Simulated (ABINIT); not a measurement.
The system is HfN.

```xyz
2
Lattice="0.0000 2.2560 2.2560 2.2560 0.0000 2.2560 2.2560 2.2560 0.0000" Properties=species:S:1:pos:R:3 pbc="T T T"
Hf    0.0000    0.0000    0.0000
N     2.2560    2.2560    2.2560
```

Base run:

* Program: ABINIT 10.8.3 (patched build)
* Functional: r2SCAN
* Potentials or basis: SG15 NC PBE v1.2
* Cutoff: 1306 eV
* k mesh: 10 × 10 × 10
* Occupations: fermi-dirac, width 0.05 eV
* Spin: no spin polarisation

Its results: band gap on the k mesh none (metal or under the smearing width); pressure -7.6 GPa.

**Question.** The run is repeated on the same cell with these changes: potentials or basis from SG15 NC PBE v1.2 to Ansatz PAW PBE default generated set, frozen core; cutoff from 1306 eV to 517 eV. What comes out?

**Answer.** Band gap on the k mesh none (metal or under the smearing width); pressure 2.5 GPa.

Caveats: the potentials were made for another functional, which shifts forces and pressure (some runs); the PAW data sets were made with another functional, which shifts forces and pressure a little (some runs); the atomic spheres overlap (some runs).
